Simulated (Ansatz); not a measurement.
# P: the cost of one run

Program: Ansatz 0.2.0. Level of theory: DFT PBE, scalar-relativistic, plane waves, PAW. These are calculated values, not measurements.

1 further run of the same task is left out (it didn't finish).

## Step 1: The system as given

Symmetry: Fm-3m, No. 225, cubic system. The conventional cell has a = 3.108 Å, b = 3.108 Å, c = 3.108 Å, α = 90.00°, β = 90.00°, γ = 90.00°. Around N (site symmetry m-3m) lie 12 N at 2.20 Å.

Structure file:

```
CELL_PARAMETERS angstrom
0.00000 1.55381 1.55381
1.55381 0.00000 1.55381
1.55381 1.55381 0.00000
ATOMIC_POSITIONS crystal
N 0.00000 0.00000 0.00000
```

The structure comes from the Materials Project (structure only).

## Step 2: One element swapped, cell strained: N → P, first probe

What differs from the listed cell: P takes all sites of N, and lengths are scaled by 1.304 as a first guess of the size; strain xx, yy, zz, yz, xz, xy = +2.3, +2.3, +2.3, +0.0, +0.0, +0.0 %.

Contents of input.yaml:

```yaml
crystal:
  lattice:
    - [0.0, 2.0730454022, 2.0730454022]
    - [2.0730454022, 0.0, 2.0730454022]
    - [2.0730454022, 2.0730454022, 0.0]
  atoms:
    - { symbol: P, position: [0.0, 0.0, 0.0] }
basis:
  ecutwfc: 420
kpoints:
  mp_grid: { grid: [8, 8, 8] }
hamiltonian:
  xc: pbe
scf:
  occupations: { method: gaussian, width: 0.1 }
output:
  forces: true
  stress: true
  eigenvalues: true
```

Launch:

```sh
ansatz run input.yaml --threads 1 --pin off --max-ram 1331MiB --backend cpu --events-out ev --progress --plain --runs-dir out
```

**Question.** How long does this run take on 1 thread of an x86-64 CPU, shared host, and how much memory does it need?

About 1 s, with a peak of 0.27 GiB.
